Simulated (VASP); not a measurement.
# Cu₂O in VASP 6.6.1, single-point calculation

INCAR

```
GGA = PE
LASPH = .TRUE.
EDIFF = 1E-7
NSW = 0
NBANDS = 37
ENCUT = 520
SIGMA = 0.02
NELM = 120
LWAVE = .FALSE.
IBRION = -1
LREAL = .FALSE.
ISMEAR = -1
LCHARG = .FALSE.
ISIF = 2
PREC = Accurate
```

KPOINTS

```
KPOINTS created by Atomic Simulation Environment
0
Gamma
3 3 3
0 0 0
```

POSCAR

```
Cu O
 1.0000000000000000
     4.3734627070999998    0.0000000000000000    0.0000000000000000
     0.0000000000000000    4.3734627070999998    0.0000000000000000
     0.0000000000000000    0.0000000000000000    4.3734627070999998
 Cu  O
   4   2
Cartesian
  1.0933656767750000  1.0933656767750000  3.2800970303249999
  3.2800970303249999  1.0933656767750000  1.0933656767750000
  1.0933656767750000  3.2800970303249999  1.0933656767750000
  3.2800970303249999  3.2800970303249999  3.2800970303249999
  2.1867313535499999  2.1867313535499999  2.1867313535499999
  0.0000000000000000  0.0000000000000000  0.0000000000000000
```

The recommended PBE PAW datasets give the neutral cell 56 valence electrons.

Command

```
mpirun -np 1 vasp_std
```

Q: Predict the outcome of this run.

A: It converged. Results: gap between bands v and c on the k mesh 0.38 eV; least direct gap on the k mesh 0.38 eV; pressure -4.3 GPa. Band v is the last that the valence electrons fill when counted band by band, and c is the next.

OSZICAR

```
N       E                     dE             d eps       ncg     rms          rms(c)
DAV:   1     0.532310222453E+03    0.53231E+03   -0.24772E+04   296   0.230E+03
DAV:   2     0.585219628481E+02   -0.47379E+03   -0.45373E+03   296   0.443E+02
DAV:   3    -0.268525527464E+02   -0.85375E+02   -0.80838E+02   385   0.207E+02
DAV:   4    -0.331013036772E+02   -0.62488E+01   -0.61389E+01   438   0.603E+01
DAV:   5    -0.331714469985E+02   -0.70143E-01   -0.70117E-01   393   0.794E+00    0.180E+01
DAV:   6    -0.305557882585E+02    0.26157E+01   -0.51608E+01   374   0.129E+02    0.128E+01
DAV:   7    -0.271458861448E+02    0.34099E+01   -0.13390E+01   377   0.867E+01    0.317E+00
DAV:   8    -0.272441556264E+02   -0.98269E-01   -0.17595E+00   371   0.715E+00    0.154E+00
DAV:   9    -0.272230751499E+02    0.21080E-01   -0.11319E-01   388   0.433E+00    0.736E-01
DAV:  10    -0.272146003596E+02    0.84748E-02   -0.42976E-02   409   0.331E+00    0.287E-01
DAV:  11    -0.272136294732E+02    0.97089E-03   -0.59314E-03   417   0.875E-01    0.729E-02
DAV:  12    -0.272135600154E+02    0.69458E-04   -0.75213E-04   390   0.276E-01    0.236E-02
DAV:  13    -0.272135676809E+02   -0.76654E-05   -0.13973E-04   395   0.175E-01    0.101E-02
DAV:  14    -0.272135663216E+02    0.13593E-05   -0.13846E-05   345   0.719E-02    0.256E-03
DAV:  15    -0.272135662009E+02    0.12069E-06   -0.11680E-06   395   0.160E-02    0.734E-04
DAV:  16    -0.272135661885E+02    0.12335E-07   -0.61788E-08   191   0.287E-03
   1 F= -.27213566E+02 E0= -.27213564E+02  d E =-.438651E-05
```

For comparison, a separate PBE run of the intended cell, on usual settings and not on those above, gives a gap of 0.38 eV on its mesh and a pressure of -4.5 GPa.
